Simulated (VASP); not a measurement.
A run of VASP 6.6.1:

The input POSCAR:

```
SbH3
1.0
   11.0000000000      0.0000000000      0.0000000000
    0.0000000000     12.0000000000      0.0000000000
    0.0000000000      0.0000000000     11.0000000000
Sb H
1 3
Cartesian
    6.0668999600      5.5924500000      4.8417000500
    6.4545000300      5.9744499600      6.4601000200
    4.5715000100      4.9178499600      5.3151000100
    5.3495999700      7.1241500400      4.6079000000
```

Contents of INCAR.step1:

```
PREC     = Accurate       # precision mode
ENCUT    = 520            # plane-wave cutoff, eV
EDIFF    = 1E-5           # SCF threshold, eV
ISMEAR   = 0              # smearing method
SIGMA    = 0.01           # smearing width, eV
LREAL    = False          # projectors in reciprocal space
LASPH    = True           # aspherical terms in the spheres
NELM     = 80             # most SCF steps
ALGO     = Normal         # electronic algorithm
ISIF     = 2              # what is computed and relaxed
LWAVE    = True           # write WAVECAR
NBANDS   = 12             # bands
GGA      = PE             # functional
```

File INCAR.step2:

```
PREC     = Accurate       # precision mode
ENCUT    = 520            # plane-wave cutoff, eV
EDIFF    = 1E-6           # SCF threshold, eV
ISMEAR   = 0              # smearing method
SIGMA    = 0.01           # smearing width, eV
LREAL    = False          # projectors in reciprocal space
LASPH    = True           # aspherical terms in the spheres
NELM     = 80             # most SCF steps
ALGO     = Normal         # electronic algorithm
ISIF     = 2              # what is computed and relaxed
LWAVE    = False          # write WAVECAR
LCHARG   = True           # write CHGCAR
METAGGA  = R2SCAN         # meta-GGA
LHFCALC  = True           # exact exchange
AEXX     = 0.25           # exact-exchange fraction
LMIXTAU  = True         
PRECFOCK = Fast         
HFRCUT   = -1           
LELF     = True           # ELF
LVHAR    = True         
LVACPOTAV= True         
NBANDS   = 12             # bands
ISTART   = 1
```

Contents of KPOINTS:

```
regular mesh
0
Gamma
  1 1 1
```

Potentials or basis: VASP PAW PBE potentials, release 64 (Sb, H).

Run with:

```console
$ cat potpaw_PBE.64/Sb/POTCAR potpaw_PBE.64/H/POTCAR > POTCAR
$ cp INCAR.step1 INCAR
$ mpirun -np 1 vasp_gam > vasp.out
$ cp INCAR.step2 INCAR
$ mpirun -np 1 vasp_gam > vasp.out
```

Hardware: 1 thread of Intel(R) Xeon(R) Platinum 8488C (Sapphire Rapids), on a shared host.

How long does it take, and how much memory?

Wall time 6.4 min on 1 thread of Intel(R) Xeon(R) Platinum 8488C (Sapphire Rapids), on a shared host, peak memory 1.2 GiB. Counts: scf iterations 29, k points 1.
